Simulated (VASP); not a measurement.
# AgCl: G0W0 on PBE

AgCl, Fm-3m (no. 225), 2 atoms in the cell. PBE, GW; PAW potentials Ag_GW, Cl_GW (PBE set).

GW scheme: G0W0; Iterations: 1; Orbital cutoff (eV): 300; Response cutoff (eV): 200; Frequency points: 48; Procedure: three steps, all bands.

## Input

INCAR.step1:
```
SYSTEM = AgCl
  PREC = Accurate
  ENCUT = 300
  ISMEAR = 0
  SIGMA = 0.05
  LASPH = .True.
  LREAL = .False.
  GGA = PE
  ALGO = Normal
  EDIFF = 1E-8
  NELM = 150
  LWAVE = .True.
  LCHARG = .False.
```

INCAR.step2, as INCAR.step1 but for:
```
- ALGO = Normal
- NELM = 150
+ ALGO = Exact
+ NELM = 1
+ ISTART = 1
+ NBANDS = 520
+ LOPTICS = .True.
```

INCAR.step3:
```
SYSTEM = AgCl
  PREC = Accurate
  ENCUT = 300
  ISMEAR = 0
  SIGMA = 0.05
  LASPH = .True.
  LREAL = .False.
  GGA = PE
  ALGO = EVGW0
  NBANDS = 520
  NBANDSGW = 13
  ENCUTGW = 200
  NOMEGA = 48
  PRECFOCK = Fast
  ISTART = 1
  LWAVE = .False.
  LCHARG = .False.
  NELMGW = 1
```

KPOINTS:
```
k-points
0
Gamma
  2 2 2
```

POSCAR:
```
AgCl
1.0
    0.0000000000      2.7350000000      2.7350000000
    2.7350000000      0.0000000000      2.7350000000
    2.7350000000      2.7350000000      0.0000000000
Ag Cl
1 1
Direct
    0.0000000000      0.0000000000      0.0000000000
    0.5000000000      0.5000000000      0.5000000000
```

Commands (each step's output is kept before the next begins):
```
cat potpaw_PBE.64/Ag_GW/POTCAR potpaw_PBE.64/Cl_GW/POTCAR > POTCAR
cp INCAR.step1 INCAR
mpirun -np 4 vasp_std > vasp.out
cp INCAR.step2 INCAR
mpirun -np 4 vasp_std > vasp.out
cp INCAR.step3 INCAR
mpirun -np 4 vasp_std > vasp.out
```

## Result

- Quasiparticle gap on the mesh (eV): 2.12
- Gap of the starting point on the mesh (eV): 0.79
- Quasiparticle gap at the zone centre (eV): 4.30
- Starting gap at the zone centre (eV): 3.19
- Correction of the gap between the band edges on the mesh (eV): 1.33
- Shift of the valence top (eV): -1.34
- Shift of the conduction bottom (eV): -0.01
- Z of the valence top at the zone centre: 0.74
- Static dielectric constant, RPA: 9.4

Levels near the gap:

| k point | band | start (eV) | quasiparticle (eV) |
|---|---|---|---|
| 0 0 0 | 6 | 1.75 | -0.02 |
| 0 0 0 | 7 | 2.07 | 0.94 |
| 0 0 0 | 8 | 2.07 | 0.94 |
| 0 0 0 | 9 | 2.07 | 0.94 |
| 0 0 0 | 10 | 5.25 | 5.24 |
| 0 0 0 | 11 | 15.09 | 15.36 |
| 0 0 0 | 12 | 15.09 | 15.36 |
| 0 0 0 | 13 | 15.09 | 15.36 |
| 0.5 0 0 | 6 | 2.10 | 0.32 |
| 0.5 0 0 | 7 | 2.46 | 0.80 |
| 0.5 0 0 | 8 | 4.47 | 3.13 |
| 0.5 0 0 | 9 | 4.47 | 3.13 |
| 0.5 0 0 | 10 | 8.46 | 8.34 |
| 0.5 0 0 | 11 | 11.18 | 11.48 |
| 0.5 0 0 | 12 | 11.87 | 12.03 |
| 0.5 0 0 | 13 | 11.87 | 12.03 |

Limits: the mesh is coarse: neither the gap nor the screening is converged.

VASP 6.6.1 took 20 s on 4 cores (Intel Xeon Platinum 8259CL @ 2.50GHz (Skylake/Cascade Lake)), a shared host.
